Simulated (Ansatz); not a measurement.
Input and command of a plane-wave DFT calculation in Ansatz:

```yaml
crystal:
  lattice:
    - [3.1835253033, 0.0, 0.0]
    - [0.0, 3.1835253033, 0.0]
    - [-1.5917626516, -1.5917626516, 4.7752879549]
  atoms:
    - { symbol: W, position: [0.0, 0.0, 0.0] }
    - { symbol: W, position: [0.3333333333, 0.3333333333, 0.6666666667] }
    - { symbol: W, position: [0.6666666667, 0.6666666667, 0.3333333333] }
basis:
  ecutwfc: 420
kpoints:
  mp_grid: { grid: [14, 14, 14] }
hamiltonian:
  xc: pbe
scf:
  occupations: { method: gaussian, width: 0.1 }
output:
  forces: true
  stress: true
  eigenvalues: true
relax:
  adjacent_minimum: "off"
  f_tol: 0.015
  max_steps: 60
  cell: { stress_tol: 0.15 }
```

```bash
ansatz run input.yaml --threads 1 --pin off --max-ram 2560MiB --backend cpu --events-out ev --progress --plain --runs-dir out
```

Processor: Arm Neoverse V1, 1 thread, on a host shared with other jobs.

Problem. How long does it run, and how much memory does it take?

Solution. About 58 s on 1 thread of Arm Neoverse V1, with other jobs on the host, peak memory 0.5 GiB. It solves 26 bands at 244 k points (the mesh reduced by the symmetry that the task leaves, which can be less than the crystal's) with about 963 plane waves (on the last cell), in 24 SCF iterations over 4 ionic steps.
